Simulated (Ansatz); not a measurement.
# K: the cost of one run

Method: DFT PBE, scalar-relativistic, plane waves, PAW, in Ansatz 0.2.0.

### Step 1. Starting point

The structure is cubic, space group P2_13 (No. 198). The conventional cell has a = 7.085 Å, b = 7.085 Å, c = 7.085 Å, α = 90.00°, β = 90.00°, γ = 90.00°.

Coordinates:

```xyz
4
Lattice="7.0852 0.0000 0.0000 0.0000 7.0852 0.0000 0.0000 0.0000 7.0852" Properties=species:S:1:pos:R:3 pbc="T T T"
K     0.2126    0.2126    0.2126
K     3.3300    6.8726    3.7551
K     3.7551    3.3300    6.8726
K     6.8726    3.7551    3.3300
```

This is candidate A: N type (P2_13, No. 198).

(A quick probe on a coarse mesh, which set the mesh and smearing, is not shown.)

### Step 3. Full relaxation (candidate A)

File input.yaml:

```yaml
crystal:
  lattice:
    - [7.0851781288, 0.0, 0.0]
    - [0.0, 7.0851781288, 0.0]
    - [0.0, 0.0, 7.0851781288]
  atoms:
    - { symbol: K, position: [0.03, 0.03, 0.03] }
    - { symbol: K, position: [0.47, 0.97, 0.53] }
    - { symbol: K, position: [0.53, 0.47, 0.97] }
    - { symbol: K, position: [0.97, 0.53, 0.47] }
basis:
  ecutwfc: 420
kpoints:
  mp_grid: { grid: [8, 8, 8] }
hamiltonian:
  xc: pbe
scf:
  occupations: { method: gaussian, width: 0.1 }
output:
  forces: true
  stress: true
  eigenvalues: true
relax:
  adjacent_minimum: "off"
  f_tol: 0.01
  max_steps: 80
  cell: { stress_tol: 0.05 }
```

Q: Estimate wall time and peak memory on 1 thread of an x86-64 CPU, shared host.

About 87 s, with a peak of 0.75 GiB.
